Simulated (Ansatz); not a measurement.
# MgS

```yaml
crystal:
  lattice:
    - [4.05431, 0.00000, 0.00000]
    - [-2.02715, 3.51113, 0.00000]
    - [0.00000, 0.00000, 6.49202]
  atoms:
    - { symbol: Mg, position: [0.33333, 0.66667, 0.99758] }
    - { symbol: Mg, position: [0.66667, 0.33333, 0.49758] }
    - { symbol: S, position: [0.33333, 0.66667, 0.37842] }
    - { symbol: S, position: [0.66667, 0.33333, 0.87842] }
```

Atoms are numbered in the order listed.

The structure comes from a relaxation in the same program, started in the wurtzite type, and has space group P6_3mc. Whether it is a known phase or the ground state wasn't checked.

All numbers are computed: DFT, PBE, all-electron LAPW, scalar-relativistic (Ansatz 0.2.0); DFT, PBE, PAW with Ansatz's default frozen-core files, scalar-relativistic (Ansatz 0.2.0); DFT, PBE, all-electron PAW with datasets made for the crystal, scalar-relativistic (Ansatz 0.2.0).

For LAPW: a Γ-centred 12×12×7 k mesh, Fermi–Dirac smearing of 0.05 eV, basis error target 0.5 meV/atom, no spin polarisation. PAW takes a cutoff of 420 eV at this cell. The crystal-made all-electron datasets (AE datasets) take a cutoff of 200 eV at this cell. The Ansatz runs share mesh, smearing and spin set-up. Values come from LAPW unless marked.

```json
{
 "Band gap": "3.37 eV, direct at Γ",
 "Löwdin charges (with 0.26 e of the cell spilling out of the atomic basis, so their sizes and signs hang on that basis)": "Mg1 1.42, S3 -1.29 e",
 "Bader charges (from the PAW run)": "Mg1 +1.64, S3 -1.64 e",
 "Field gradients Vzz (crystal-made datasets)": "Mg1 0.15 (η = 0.00), S3 -0.17 (η = 0.00) in 10²¹ V/m²",
 "Volume per atom": "155.9 bohr³",
 "Pressure at this cell": "0.00 GPa"
}
```
